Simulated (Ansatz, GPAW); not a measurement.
Given: the input of a run of GPAW 26.7.0 (ASE script) on InAs. 

File run.py:

```python
from ase.dft.bandgap import bandgap
from ase.io import read, write
from ase.units import GPa
from gpaw import GPAW, PW

atoms = read('POSCAR')

calc = GPAW(mode=PW(600),
            xc='PBE',
            kpts={'size': (8, 8, 8), 'gamma': True},
            occupations={'name': 'methfessel-paxton', 'order': 0, 'width': 0.013000000000000001},
            nbands=18,
            convergence={'density': 1e-05, 'energy': 1e-05},
            maxiter=150,
            txt='gpaw.txt')
atoms.calc = calc
energy = atoms.get_potential_energy()
forces = atoms.get_forces()
stress = atoms.get_stress()
calc.write('gs.gpw')
write('result.traj', atoms)
print(f'Energy: {energy:.6f} eV')
print('Forces (eV/A):')
print(forces.round(4))
print('Stress (GPa):', (stress / GPa).round(3))
print('Fermi level:', round(calc.get_fermi_level(), 4), 'eV')
print(f'Gap: {bandgap(calc)[0]:.4f} eV, direct: {bandgap(calc, direct=True)[0]:.4f} eV')
```

File POSCAR:

```
InAs
1.0
    0.0000000000      3.0180000000      3.0180000000
    3.0180000000      0.0000000000      3.0180000000
    3.0180000000      3.0180000000      0.0000000000
In As
1 1
Direct
    0.0000000000      0.0000000000      0.0000000000
    0.7500000000      0.7500000000      0.7500000000
```

Potentials or basis: GPAW PAW data sets (gpaw-data 1.2.1), pw.

The run is started by

```bash
$ OMP_NUM_THREADS=1 python run.py
```

Task: Set up the same calculation for Ansatz 0.2.0. Potentials or basis there: all-electron LAPW, scalar-relativistic.

Result: As run (cutoffs and basis follow the program's own potentials, and thresholds, step limits or extra output files can differ):

input.yaml

```yaml
crystal:
  lattice:
    - [0.0, 3.018, 3.018]
    - [3.018, 0.0, 3.018]
    - [3.018, 3.018, 0.0]
  atoms:
    - { symbol: In, position: [0.0, 0.0, 0.0] }
    - { symbol: As, position: [0.75, 0.75, 0.75] }
kpoints:
  mp_grid: { grid: [8, 8, 8] }
scf:
  occupations: { method: gaussian, width: 0.013 }
hamiltonian:
  xc: pbe
  pseudopotentials: { kind: all_electron, lapw: { basis_error: 0.001 } }
output:
  forces: true
  stress: true
  eigenvalues: true
```

Potentials or basis: all-electron LAPW, scalar-relativistic.

Launch:

```console
$ ansatz run input.yaml --threads 1 --pin off --max-ram 3072MiB --backend cpu --events-out ev --progress --plain --runs-dir out
```

Both were run:

|  | GPAW | Ansatz |
| --- | --- | --- |
| Pressure | 4.0 GPa | 4.3 GPa |

Where Ansatz's input types no cutoff or centring, it takes its own default and a Γ-centred mesh.

Pressure is positive in compression.
